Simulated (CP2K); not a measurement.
Runs of CP2K 2026.2 on Ag. Symmetry: Fm-3m, No. 225, cubic system. Conventional cell: a = 4.085 Å, b = 4.085 Å, c = 4.085 Å, α = 90.00°, β = 90.00°, γ = 90.00°. Around Ag (site symmetry m-3m) lie 12 Ag at 2.89 Å. 

| level | gap on the mesh (eV) | pressure (GPa) |
| --- | --- | --- |
| AM05 | none | (b) |
| r2SCAN | none | -3.7 |
| LDA | none | (a) |
| BLYP | none | 13.1 |
| PBEsol | none | -2.3 |

Alike in all rows: task band structure; potentials or basis POTENTIAL_UZH Ag GTH-PBE-q11; TZVP-MOLOPT-PBE-GTH basis; no spin polarisation; cell as given; k mesh 11 × 11 × 11; smearing fermi-dirac 0.05 eV.

Q: Estimate the missing entries.

A: (a) -5.4; (b) -2.7.

Caveats: the potentials were made for another functional, which shifts forces and pressure; the basis of atomic orbitals isn't converged, which shifts pressures, moduli and gaps.

A k mesh can miss the band edges, and the runs leave out spin-orbit coupling on Ag.

A gap of «none» marks a metal or a gap under the smearing width.

Runs at the PBE level aren't shown here.
